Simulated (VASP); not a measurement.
# Al, density of states: which settings are enough?

Al, Fm-3m (no. 225), 1 atom in the cell. LDA; PAW potentials Al (LDA set). VASP 6.6.1.

Wanted: density of states by 0.5 eV bins within 8 %; centre of the states within 12 eV below the valence top within 0.03 eV; states at the Fermi level within 8 %.

What the run is for: density of states; Accuracy asked: standard; k mesh of the density: 13 × 13 × 13.

POSCAR:
```
Al
1.0
    0.0000000000      2.0248050000      2.0248050000
    2.0248050000      0.0000000000      2.0248050000
    2.0248050000      2.0248050000      0.0000000000
Al
1
Direct
    0.0000000000      0.0000000000      0.0000000000
```

The series start from Plane-wave cutoff (eV): 280; k-point mesh: 15 × 15 × 15; Energy points (NEDOS): 2001; Occupations for the DOS: ISMEAR=-5; Electronic threshold (eV): 1e-6; Precision mode (PREC): Accurate. Each series keeps the choices made before it, and each single choice may use up half of a tolerance. Times cover all steps of a run.

## Plane-wave cutoff (eV)

| Plane-wave cutoff (eV) | Density of states by 0.5 eV bins, largest deviation against the largest value | Centre of the states within 12 eV below the valence top (eV) | States at the Fermi level (states/eV/atom) | Time (s) |
|---|---|---|---|---|
| 190 | 0.61 % | -4.430 | 0.378 | 4.9 |
| 240 | 0.18 % | -4.425 | 0.3785 | 5.1 |
| 280 | 0.1 % | -4.423 | 0.3783 | 6.2 |
| 310 | 0.04 % | -4.422 | 0.3788 | 6.4 |
| 380 | 0.02 % | -4.421 | 0.3789 | 8.9 |
| 480 (reference) | 0 % | -4.421 | 0.3789 | 11 |

Chosen: 190, the loosest value from which every tighter one stays within half of the tolerance.

## k-point mesh

| k-point mesh | Density of states by 0.5 eV bins, largest deviation against the largest value | Centre of the states within 12 eV below the valence top (eV) | States at the Fermi level (states/eV/atom) | Time (s) |
|---|---|---|---|---|
| 6 × 6 × 6 | 26 % | -4.424 | 0.3476 | 3.2 |
| 8 × 8 × 8 | 41 % | -4.328 | 0.3297 | 3.6 |
| 10 × 10 × 10 | 10 % | -4.415 | 0.3495 | 3.9 |
| 13 × 13 × 13 | 11 % | -4.389 | 0.3442 | 4.5 |
| 15 × 15 × 15 | 5.5 % | -4.430 | 0.378 | 4.9 |
| 18 × 18 × 18 | 3.3 % | -4.409 | 0.3756 | 6.6 |
| 23 × 23 × 23 | 2 % | -4.404 | 0.3995 | 9.7 |
| 27 × 27 × 27 (reference) | 0 % | -4.408 | 0.396 | 14 |

Chosen: 23 × 23 × 23.

## Energy points (NEDOS)

| Energy points (NEDOS) | Density of states by 0.5 eV bins, largest deviation against the largest value | Centre of the states within 12 eV below the valence top (eV) | States at the Fermi level (states/eV/atom) | Time (s) |
|---|---|---|---|---|
| 301 | 2.3 % | -4.411 | 0.3958 | 12 |
| 501 | 0.14 % | -4.410 | 0.3966 | 12 |
| 1001 | 0.14 % | -4.411 | 0.3989 | 11 |
| 2001 | 0.3 % | -4.404 | 0.3995 | 9.7 |
| 4001 (reference) | 0 % | -4.405 | 0.3998 | 11 |

Chosen: 301.

## Occupations for the DOS

| Occupations for the DOS | Density of states by 0.5 eV bins, largest deviation against the largest value | Centre of the states within 12 eV below the valence top (eV) | States at the Fermi level (states/eV/atom) | Time (s) |
|---|---|---|---|---|
| ISMEAR=-5 | 0 % | -4.411 | 0.3958 | 12 |
| ISMEAR=-4 | 0 % | -4.411 | 0.3958 | 11 |
| ISMEAR=0 SIGMA=0.05 | 9.1 % | -4.401 | 0.47 | 10 |
| ISMEAR=0 SIGMA=0.1 | 7.6 % | -4.409 | 0.4369 | 10 |
| ISMEAR=-15 SIGMA=0.025 | 0.02 % | -4.411 | 0.3958 | 11 |
| ISMEAR=1 SIGMA=0.1 | 8.8 % | -4.405 | 0.4518 | 10 |

Chosen: ISMEAR=-5; no other choice that stays within half of the tolerance saves 30 % of the time.

## Electronic threshold (eV)

| Electronic threshold (eV) | Density of states by 0.5 eV bins, largest deviation against the largest value | Centre of the states within 12 eV below the valence top (eV) | States at the Fermi level (states/eV/atom) | Time (s) |
|---|---|---|---|---|
| 0.001 | 0 % | -4.411 | 0.3958 | 9.7 |
| 0.0001 | 0 % | -4.411 | 0.3958 | 10 |
| 1e-5 | 0 % | -4.411 | 0.3958 | 10 |
| 1e-6 (reference) | 0 % | -4.411 | 0.3958 | 12 |

Chosen: 0.001.

## Precision mode (PREC)

| Precision mode (PREC) | Density of states by 0.5 eV bins, largest deviation against the largest value | Centre of the states within 12 eV below the valence top (eV) | States at the Fermi level (states/eV/atom) | Time (s) |
|---|---|---|---|---|
| Normal | 0 % | -4.411 | 0.3958 | 6.2 |
| Accurate (reference) | 0 % | -4.411 | 0.3958 | 9.7 |

Chosen: Normal.

## All choices together

| Input | Density of states by 0.5 eV bins, largest deviation against the largest value | Centre of the states within 12 eV below the valence top (eV) | States at the Fermi level (states/eV/atom) | Time (s) |
|---|---|---|---|---|
| defaults for smearing, thresholds and mesh (naive) | 179 % | -4.773 | 0.4048 | 3.7 |
| chosen settings | 2.2 % | -4.411 | 0.3958 | 6.2 |
| reference settings throughout | 0 % | -4.399 | 0.3975 | 34 |

The tolerance is met.

## The input

INCAR.step1:
```
SYSTEM = Al
GGA      = CA             ! functional
ISMEAR   = 1              ! smearing method
SIGMA    = 0.1            ! smearing width, eV
LWAVE    = .False.        ! write WAVECAR
LCHARG   = .True.         ! write CHGCAR
NBANDS   = 16             ! bands
PREC     = Normal         ! precision mode
LASPH    = .True.         ! aspherical terms in the spheres
LREAL    = .False.        ! projectors in reciprocal space
ALGO     = Normal         ! electronic algorithm
EDIFF    = 0.001          ! SCF threshold, eV
NELM     = 120            ! most SCF steps
GGA_COMPAT= .False.      
ENCUT    = 190            ! plane-wave cutoff, eV
```

INCAR.step2, as INCAR.step1 but for:
```
- ISMEAR = 1
- SIGMA = 0.1
- LCHARG = .True.
+ ISMEAR = -5
+ LCHARG = .False.
+ NEDOS = 301
+ LORBIT = 11
+ EMIN = -6.3321
+ EMAX = 15.6679
+ ICHARG = 11
```

KPOINTS.step1:
```
k-points
0
Gamma
  13 13 13
```

KPOINTS.step2:
```
Automatic mesh
0
Gamma
  23 23 23
  0 0 0
```

Commands (each step's output is kept before the next begins):
```
cat potpaw_LDA.64/Al/POTCAR > POTCAR
cp INCAR.step1 INCAR
cp KPOINTS.step1 KPOINTS
mpirun -np 1 vasp_std > vasp.out
cp INCAR.step2 INCAR
cp KPOINTS.step2 KPOINTS
mpirun -np 1 vasp_std > vasp.out
```

The chosen input took VASP 6.6.1 6.2 s on 1 core (AMD EPYC 9R45 (Zen 5)), a shared host.

## An input that fails: tetrahedra on too few k points

VASP's message: IBZKPT: tetrahedron method fails for NKPT<4. NKPT = 1.

k mesh: 15 × 15 × 15 becomes 1 × 1 × 1.

Changes against the starting input:
```
(step 2)
- NELM = 120
+ NELM = 61
```
